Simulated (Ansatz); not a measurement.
# MgO: the cost of one run

Method: DFT PBE, scalar-relativistic, plane waves, PAW, in Ansatz 0.2.0.

1 further run of the same task is left out (set aside as unsound or not needed).

## Step 1: Starting point

The structure is cubic, space group F-43m (No. 216). Conventional cell: a = 5.178 Å, b = 5.178 Å, c = 5.178 Å, α = 90.00°, β = 90.00°, γ = 90.00°. Around Be (site symmetry -43m) lie 4 Se at 2.24 Å. Around Se (site symmetry -43m) lie 4 Be at 2.24 Å.

Coordinates:

```cif
data_structure
_symmetry_space_group_name_H-M 'F-43m'
_symmetry_Int_Tables_number 216
_cell_length_a 5.1778
_cell_length_b 5.1778
_cell_length_c 5.1778
_cell_angle_alpha 90.000
_cell_angle_beta 90.000
_cell_angle_gamma 90.000
_cell_volume 138.82
loop_
_atom_site_label
_atom_site_type_symbol
_atom_site_symmetry_multiplicity
_atom_site_Wyckoff_symbol
_atom_site_fract_x
_atom_site_fract_y
_atom_site_fract_z
_atom_site_occupancy
Be1 Be 4 a 0.00000 0.00000 0.00000 1
Se1 Se 4 d 0.25000 0.25000 0.75000 1
```

It goes back to an entry of the Materials Project, which need not be the stable form.

This cell was relaxed beforehand with the same method: volume 17.35 Å³/atom, gap on the mesh 2.67 eV.

## Step 2: Swap Be → Mg, Se → O

The start of MgO: fractional positions of relaxed BeSe, cell scaled by 0.973, a guess from tabulated radii.

## Step 3: A first look at the start (MgO)

The input, input.yaml:

```yaml
crystal:
  lattice:
    - [0.0, 2.5185899109, 2.5185899109]
    - [2.5185899109, 0.0, 2.5185899109]
    - [2.5185899109, 2.5185899109, 0.0]
  atoms:
    - { symbol: Mg, position: [0.0, 0.0, 0.0] }
    - { symbol: O, position: [0.25, 0.25, 0.25] }
basis:
  ecutwfc: 420
kpoints:
  mp_grid: { grid: [6, 6, 6] }
hamiltonian:
  xc: pbe
scf:
  occupations: { method: gaussian, width: 0.1 }
output:
  forces: true
  stress: true
  eigenvalues: true
```

Started as:

```bash
$ ansatz run input.yaml --threads 1 --pin off --max-ram 1331MiB --backend cpu --events-out ev --progress --plain --runs-dir out
```

**Question.** How long does this run take on 1 thread of an Arm CPU, shared host, and how much memory does it need?

About 1.1 s, with a peak of 0.25 GiB.
